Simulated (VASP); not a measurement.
A run of VASP 6.6.1 is set up as follows.

The input INCAR:

```
  PREC = Accurate
  ENCUT = 520
  EDIFF = 1E-7
  ISMEAR = 0
  SIGMA = 0.02
  LREAL = False
  LASPH = True
  NELM = 100
  ALGO = Normal
  ISIF = 3
  LWAVE = False
  LCHARG = False
  GGA = PE
  IBRION = 2
  NSW = 80
  EDIFFG = -0.002
  KPAR = 4
```

File KPOINTS:

```
regular mesh
0
Gamma
  12 12 6
```

File POSCAR:

```
GaN                                     
1.0
    3.2186943943      0.0000000000     -0.0000000000
   -1.6093471971      2.7874711083     -0.0000000000
   -0.0000000000      0.0000000000      5.2443324958
  Ga              N             
     2     2
Direct
     0.3333333300000021    0.6666666699999979    0.9991469135533734
     0.6666666699999979    0.3333333300000021    0.4991469135533733
     0.3333333300000021    0.6666666699999979    0.3758530864466267
     0.6666666699999979    0.3333333300000021    0.8758530864466266
```

Potentials or basis: VASP PAW PBE potentials, release 64 (Ga_d, N).

Launch:

```console
$ cat potpaw_PBE.64/Ga_d/POTCAR potpaw_PBE.64/N/POTCAR > POTCAR
$ mpirun -np 4 vasp_std > vasp.out
```

(1) Predict the band gap on the k mesh.

Answers

(1) 1.71 eV, direct.

Caveat: the relaxation stopped at its first step, so nothing moved.
